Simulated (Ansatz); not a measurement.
Runs of Ansatz 0.2.0 on CoO. The structure is trigonal, space group R-3m (No. 166). The conventional cell has a = 3.011 Å, b = 3.011 Å, c = 7.320 Å, α = 90.00°, β = 90.00°, γ = 120.00°. Around Co (site symmetry -3m) lie 6 O at 2.12 Å. O (site symmetry -3m) has 6 Co at 2.12 Å as nearest neighbours. The cell is a database's computed one.

```tsv
task	level	U	cell	smearing	points for each segment of the path	hubbard projectors	double counting	gap on the mesh (eV)	pressure (GPa)	moment (μB)	relaxed volume (Å³/atom)
relaxation of cell and atoms	PBE+D3(BJ)	-	relaxed	fermi-dirac 0.05 eV	-	-	-	none	0.0	2.91	9.64
relaxation of cell and atoms	LDA	-	relaxed	fermi-dirac 0.05 eV	-	-	-	none	0.0	(b)	8.40
single point	PBE	-	as given	gaussian 0.03 eV	-	-	-	none	0.0	(c)	-
band structure	PBEsol+U	Co d U = 5 eV	as given	fermi-dirac 0.05 eV	14	ortho-atomic (the default)	fll (the default)	1.55	3.6	3.00	-
relaxation of cell and atoms	PBEsol	-	relaxed	fermi-dirac 0.05 eV	-	-	-	none	0.0	2.71	(a)
```

Alike in all rows: potentials or basis Ansatz PAW; spin collinear, ferromagnetic start; k mesh 11 × 11 × 11; cutoff (eV) 420.

Question: Estimate the missing entries.

Answer: (a) 8.96; (b) 2.18; (c) 2.93.

Caveats: a cell with one magnetic atom can't hold antiferromagnetic order, which such compounds often take; semilocal functionals often make such compounds metallic where correlation or magnetic order opens a gap, which also shifts bond lengths (some runs); the plane-wave basis is chosen anew once the cell has moved, so the energies of steps on either side of that aren't comparable (some runs); the PAW data sets come from PBE, with cores solved anew for the run's functional, which leaves a small shift of forces and pressure (some runs); pairwise dispersion overbinds metals, which lowers pressure and volume (some runs); the magnetic or orbital state may not be the lowest (some runs).

A k mesh can miss the band edges.

A gap of «none» marks a metal or a gap under the smearing width.

Not every run made on this cell is shown here.
